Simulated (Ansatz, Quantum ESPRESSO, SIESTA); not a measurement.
## Sb: programs and potentials compared

```
Sb
1.0
    -4.03001    4.03001    2.02549
     4.03001   -4.03001    2.02549
     4.03001    4.03001   -2.02549
Sb
4
Direct
  0.64724 0.14869 0.80829
  0.14489 0.34584 0.49574
  0.34758 0.85024 0.19552
  0.85045 0.64785 0.49850
```

This isn't the form of Sb at room conditions, which is rhombohedral.

Atoms were shifted at random by some hundredths of an Å from the given cell, which wasn't relaxed again for these runs.

Alike in all runs: task single point; functional PBEsol; k mesh 7 × 7 × 7; occupations fermi-dirac, width 0.05 eV; no spin polarisation; no spin-orbit coupling. Pressure is positive in compression and, in plane waves, holds the error of the finite cutoff.

```tsv
program and potentials	plane-wave cutoff (eV)	notes	pressure (GPa)	largest force (eV/Å)
SIESTA, files PseudoDojo sr-pbesol-0.4.1-standard, DZP (energy shift 0.003 Ry; two zetas on semicore shells)	-	atomic basis	0.86	0.264
Quantum ESPRESSO, GBRV 1.5 PBEsol	612	-	-0.81	0.217
Ansatz, all-electron LAPW, scalar-relativistic	-	-	-0.67	0.219
```

Force on atom 4 (Sb), eV/Å:

| program and potentials | x | y | z |
| --- | --- | --- | --- |
| SIESTA, files PseudoDojo sr-pbesol-0.4.1-standard, DZP (energy shift 0.003 Ry; two zetas on semicore shells) | 0.226 | -0.136 | -0.017 |
| Quantum ESPRESSO, GBRV 1.5 PBEsol | 0.109 | -0.032 | -0.010 |
| Ansatz, all-electron LAPW, scalar-relativistic | 0.105 | -0.029 | -0.009 |

The pressure spans -0.81 (Quantum ESPRESSO, GBRV 1.5 PBEsol) to 0.86 GPa (SIESTA, files PseudoDojo sr-pbesol-0.4.1-standard, DZP (energy shift 0.003 Ry; two zetas on semicore shells)), with all-electron results at -0.67. Rows in atomic bases carry the error of their basis and grid, which can be large.

Differences between rows come from potentials, basis sets and numerical settings, since the functional is the same but for its coding. Runs on potential files found faulty are left out.
